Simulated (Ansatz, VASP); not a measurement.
**Two plane-wave programs on HgH**

```
CELL_PARAMETERS angstrom
5.57098 0.00000 0.00000
-2.78549 4.82461 0.00000
0.00000 0.00000 3.22239
ATOMIC_POSITIONS crystal
Hg 0.33333 0.66667 0.50000
Hg 0.00000 0.00000 0.00000
Hg 0.66667 0.33333 0.50000
H 0.00000 0.50000 0.00000
H 0.50000 0.00000 0.00000
H 0.50000 0.50000 0.00000
```

Alike in both runs: task single point; functional PBE; k mesh 6 × 6 × 6; occupations gaussian, width 0.1 eV; no spin polarisation.

```csv
,VASP,Ansatz
version,VASP 6.6.1,Ansatz 0.2.0
potentials or method,"VASP PAW PBE potentials, release 64 (Hg, H)","scalar-relativistic, plane waves, PAW"
plane-wave cutoff (eV),520,420
valence electrons in the cell,39,63
```

```csv
,VASP,Ansatz,Ansatz less VASP
gap on the k mesh at the Fermi level (eV),none,none,-
pressure (GPa),2.0,1.8,-0.20
largest component of the traceless stress (GPa),0.57,0.64,+0.074
```

A gap of «none» marks a metal or a gap that the smearing closes. With one functional, cell and mesh, what is left measures potentials, basis and numerics. The two sets of potentials don't hold the same shells in valence.

The runs have no spin-orbit coupling, so splittings on Hg are missing.
